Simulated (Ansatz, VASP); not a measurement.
# One calculation of BeTe, two programs

File POSCAR:

```
BeTe
1.0
    0.0000000000      2.7700000000      2.7700000000
    2.7700000000      0.0000000000      2.7700000000
    2.7700000000      2.7700000000      0.0000000000
Be Te
1 1
Direct
    0.0000000000      0.0000000000      0.0000000000
    0.7500000000      0.7500000000      0.7500000000
```

The input INCAR.step1:

```
PREC = Accurate
ENCUT = 520
ISMEAR = -1
SIGMA = 0.03
LREAL = False
LASPH = True
NELM = 100
NBANDS = 11
GGA = PE
ALGO = Normal
EDIFF = 1E-4
LWAVE = True
LCHARG = False
```

The input INCAR.step2:

```
PREC = Accurate
ENCUT = 520
EDIFF = 1E-8
ISMEAR = -1
SIGMA = 0.03
LREAL = False
LASPH = True
NELM = 100
ALGO = Normal
ISIF = 2
LWAVE = False
LCHARG = False
METAGGA = R2SCAN
LMIXTAU = True
LEFG = True
NBANDS = 11
ISTART = 1
```

KPOINTS

```
Automatic mesh
0
Gamma
  11 11 11
```

Input for Ansatz:

```yaml
crystal:
  lattice:
    - [0.0, 2.77, 2.77]
    - [2.77, 0.0, 2.77]
    - [2.77, 2.77, 0.0]
  atoms:
    - { symbol: Be, position: [0.0, 0.0, 0.0] }
    - { symbol: Te, position: [0.75, 0.75, 0.75] }
kpoints:
  mp_grid: { grid: [11, 11, 11] }
  band_path:
    path:
      - [0.0, 0.0, 0.0]
      - [-0.5, -0.5, 0.0]
      - [-0.375, -0.375, 0.25]
      - [-0.375, 0.0, 0.375]
      - [0.0, 0.0, 0.0]
      - [0.0, 0.0, 0.5]
      - [-0.5, -0.25, 0.25]
      - [-0.5, -0.5, 0.0]
    npoints: 5
scf:
  occupations: { method: fermi_dirac, width: 0.03 }
hamiltonian:
  xc: r2scan
  pseudopotentials: { kind: paw }
output:
  forces: true
  stress: true
  eigenvalues: true
  efg: { contact_densities: true }
```

Alike in both runs: task electric field gradients; functional r2SCAN; k mesh 11 × 11 × 11; occupations fermi-dirac, width 0.03 eV; no spin polarisation.

```csv
,VASP,Ansatz
version,VASP 6.6.1,Ansatz 0.2.0
potentials or method,"VASP PAW PBE potentials, release 64 (Be, Te)","PAW with Ansatz's default frozen-core files, scalar-relativistic"
plane-wave cutoff (eV),520,500
valence electrons in the cell,8,18
```

Ansatz gave:

```
gap on the k mesh at the Fermi level (eV)                      : 2.24
pressure (GPa)                                                 : 4.2
Vzz of the field gradient on the site that differs most (V/Å²) : 0.0
```

**Question.** Which values does VASP return?

**Answer.** gap on the k mesh at the Fermi level (eV): 2.23; pressure (GPa): 4.4; Vzz of the field gradient on the site that differs most (V/Å²): 0.0.

The functional is the same, so the differences come from potentials, cutoffs and numerics. The two sets of potentials don't hold the same shells in valence. Ansatz warned: «gradients_without_spin_orbit».

Caveats: the PAW data sets were made with another functional, which shifts forces and pressure a little (VASP); spin-orbit coupling is left out, which moves the levels of the heavy elements; an odd mesh through Γ misses points on the zone boundary, where band edges often lie. r2SCAN opens gaps a little over a GGA but as a rule still falls short of measured ones.
